**Diamond held out of shape: where one pressure and one stiffness fail**

The pressure of a crystal is the force per area with which it pushes outward on its surroundings, averaged over the three directions. A positive value means that the crystal is compressed, a negative one that it is under tension. Here it was obtained from density functional theory with the PBEsol functional, as the mean of the three normal stresses of a cell whose edges and atoms were held fixed. The energy over elements is the energy per atom above that of carbon in its standard form, in the same functional.

Tetragonally strained diamond with cell and atoms held fixed, calculated with Ansatz 0.2.0 using density functional theory (PBEsol, PAW) without spin polarisation. The plane-wave cutoff is 420 eV and the k mesh 12×12×12, with Gaussian smearing of 0.05 eV. Pressure and stresses are positive in compression; energies are relative to carbon's standard crystal.

```tsv
volume (Å³/atom)	c/a	shortest distance (Å)	energy over elements (eV/atom)	pressure (GPa)	stress xx (GPa)	stress zz (GPa)
5.170	1.4731	1.498	0.097	42.62	56.99	13.88
5.227	1.4732	1.504	0.083	36.19	50.40	7.77
5.835	1.4708	1.560	0.052	-16.37	-4.24	-40.63
5.899	1.4708	1.565	0.060	-20.52	-8.54	-44.49
6.554	1.4686	1.621	0.213	-52.25	-42.05	-72.65
6.626	1.4686	1.627	0.237	-54.77	-44.71	-74.91
```

The crystal is diamond, described in a tetragonal cell. In this cell the undistorted cubic crystal has $c/a=\sqrt2$, about 1.414, whereas the table has values near 1.47. Every row is therefore diamond held about 4 % too long along $z$ for its width. Since c/a hardly changes down the table, the rows follow one path, on which an elongated crystal grows almost uniformly.

It is tempting to read such a list as an equation of state, with a single pressure for each volume and a single stiffness for the material. Both simplifications fail here, and each failure can be seen in the printed stresses.

**One pressure is not enough**

A crystal under a truly uniform pressure pushes equally hard in all directions. These crystals don't. In every row the stress along $x$ exceeds that along $z$, by 43 GPa in the smallest cell and by 30 GPa in the largest. Where it is compressed, the crystal pushes outward more strongly sideways than along its length; where it is stretched, it pulls inward more strongly along its length. Both are how a body behaves that wants to become shorter and wider.

The reason lies in the geometry of the bonds. Each carbon atom has four equal bonds, which in cubic diamond point to the corners of a regular tetrahedron. A uniform change of volume alters the length of these bonds and leaves the angles between them as they are. A small elongation at fixed volume does the opposite: to first order it keeps the bond length and bends the angles. Bending costs energy because the bonding orbitals of neighbouring atoms no longer point straight at each other.

Volume and shape are thus two separate ways of straining the crystal, and the pressure measures only the first. If the elongated crystal were brought to the volume where its mean pressure vanishes, it would still push outward along $x$ and pull inward along $z$. The average would be zero while the bond angles stayed wrong. The forces on the atoms give no warning either, because symmetry makes them vanish in all these cells, strained or not.

The row at 5.835 Å³/atom shows how much this matters. It has the lowest energy in the table and might pass for the equilibrium crystal. Yet its pressure is −16 GPa, so its energy would fall further if it shrank. Along $z$ the tension is as high as 41 GPa, while along $x$ it is only 4 GPa.

**What the wrong shape costs**

The energy stored in this row can be estimated from its own stresses. The picture is that of two springs, one for the bond angles and one for the bond lengths. Each is stretched from rest, so that its force grows in proportion to its extension. The stored energy is then half the final force times the extension.

For the shape, let $\eta$ be the logarithm of c/a divided by its cubic value:

$$\eta=\ln\frac{1.4708}{\sqrt2}=0.039 .$$

When $\eta$ grows by a small step at fixed volume, the crystal lengthens along $z$ by two thirds of the step and shrinks along $x$ and $y$ by one third each. The work per volume is therefore two thirds of the stress difference times the step. Half of the final value enters, because the difference rises from zero in cubic diamond. With $V$ for the volume and $\sigma_{xx}$, $\sigma_{zz}$ for the stresses along $x$ and $z$, this gives

$$E_\text{shape}=\tfrac13\,V\,(\sigma_{xx}-\sigma_{zz})\,\eta .$$

The stress difference in this row is 36.4 GPa, and 160.2 GPa make 1 eV/Å³. Hence

$$E_\text{shape}=\frac{5.835\times36.4\times0.039}{3\times160.2}\approx0.017\ \text{eV/atom}.$$

For the volume, the starting point is the undistorted crystal from which this cell was stretched, with 5.611 Å³/atom and a pressure close to zero in the same calculation. The tension of 16.4 GPa has built up over the expansion from there:

$$E_\text{volume}=\frac{16.4\times(5.835-5.611)}{2\times160.2}\approx0.011\ \text{eV/atom}.$$

Together the two parts, added before rounding, make 0.029 eV/atom. The calculated energy of this cell above the undistorted crystal is also 0.029 eV/atom. The agreement shows that near equilibrium the stresses grow almost in proportion to the strain. It does not test the split itself: that shape and volume contribute separately follows, for small strains, from the symmetry of the cubic crystal. Nor does it judge the functional, since stresses and energies come from the same calculation.

The larger part, about 60 % of the sum in this row, belongs to the shape. Adjusting the volume alone would recover only the smaller one. A search for the best volume at this fixed c/a would therefore end at a strained crystal, with an energy too high by nearly 0.02 eV/atom.

The same point matters for a diamond film that is squeezed in its plane while its upper surface is free. There the stress along $z$ is zero. In this series that condition is met somewhere between 5.227 and 5.835 Å³/atom, where the stress in the plane is still roughly 40 GPa. The mean pressure is then two thirds of the in-plane stress, and taking it for the load on the film would understate that load by a third.

**One stiffness is not enough**

The second simplification is Hooke's law: pressure falls in proportion to the increase in volume, and the energy follows a parabola. It served well in the estimate above, where the crystal was only a few per cent from equilibrium. Over the whole table the shortest distance grows by 8.6 %, and the law breaks down.

The failure shows in the slope of pressure against volume. Between the two smallest cells the pressure drops by 113 GPa for each Å³/atom of expansion; between the two largest it drops by only 35. The slope becomes flatter at every step in between. Expressed as a stiffness, the volume times the pressure drop per unit of volume, this is a fall from 586 to 231 GPa.

A straight line drawn through the two smallest cells shows what this does to a forecast. At 6.626 Å³/atom it gives a pressure of −122 GPa, whereas the calculation gives −55 GPa. The line overstates the tension more than twofold, because it treats the stretched crystal as if it were as stiff as the compressed one.

The opposite forecast fails too. The line through the two largest cells, carried back to the smallest, gives

$$-52.25+35.0\times(6.554-5.170)\approx-4\ \text{GPa},$$

a slight tension where the crystal is in fact compressed at 43 GPa. Even the sign is wrong. The stiffness of the stretched crystal accounts for only about half of the rise in pressure between the largest cells and the smallest.

**Why the crystal softens as it expands**

The asymmetry comes from the two tendencies that balance in a chemical bond. Sharing electrons between neighbours lowers the energy and pulls the atoms together. Confining the electrons in less space raises their kinetic energy, and the Pauli principle keeps the electrons of the bonds and the inner shells from simply sharing the same region. This repulsion climbs steeply as atoms approach.

On compression the steep repulsion soon dominates, and the pressure rises faster with each further step. On expansion the repulsion fades, and what remains is the attraction, which itself weakens as the orbitals overlap less. The energy curve is therefore steeper on the side of small volumes than on the side of large ones. This is the standard explanation of anharmonic bonds; the table shows its result, the falling stiffness, but not the separate contributions.

The resistance to elongation behaves differently. From the smallest to the largest cell the stress difference falls by 30 %, while the excess of c/a over its cubic value falls by only about 8 %. This looks as if the bonds had become much easier to bend. But stress is energy per volume, and each atom in the largest cell fills 28 % more space. Multiplied by the volume per atom, the stress difference falls by only about 10 %, little more than the elongation itself. The energy that an atom pays for a given elongation is thus nearly the same all along the table; it is merely spread over more volume.

**Turning the curvature to use**

Once the bend in the pressure curve is recognised, it helps to locate the volume at which the elongated crystal has zero mean pressure. The curve sags: it falls steeply at first and then more gently. A straight line through two close neighbours, extended beyond them, runs below such a curve. A line joining two points far apart runs above the curve between them.

The line through the cells at 5.835 and 5.899 Å³/atom, carried back to smaller volume, reaches zero at 5.583 Å³/atom, which is too small. The line joining 5.227 and 5.835 reaches zero at 5.646 Å³/atom, which is too large. If the curve is as smooth between the rows as the rows suggest, the answer lies between these two values. The volume of the undistorted crystal falls inside the same interval, as it should when the elongation mainly bends angles and hardly changes the preferred bond length.

**The stresses agree with the energies**

Both failures could be suspected of coming from poor stresses, for instance from too few plane waves. This can be tested, because pressure must equal the rate at which energy falls with volume. The total energies of the two smallest cells, taken with more digits than the table prints, give 39.3 GPa, and the mean of their two pressures is 39.4 GPa. The other two close pairs agree equally well. This tests only the mean of the three stresses. Their difference is supported by the strain energy estimated above, which drew its larger part from that difference and matched the calculated value. The fault thus lies in the simplified reading and not in inconsistent stresses.

A series of undistorted cubic diamond would separate the two failures. Symmetry would make its three stresses equal, and one pressure would then describe the stress in each cell completely. The softening on expansion would remain, because it belongs to the bond and not to the shape of the cell. A list of pressures at several volumes thus calls for two questions: whether the stresses agree among the directions, and whether the slope stays the same along the list. Here the answer to both is no.
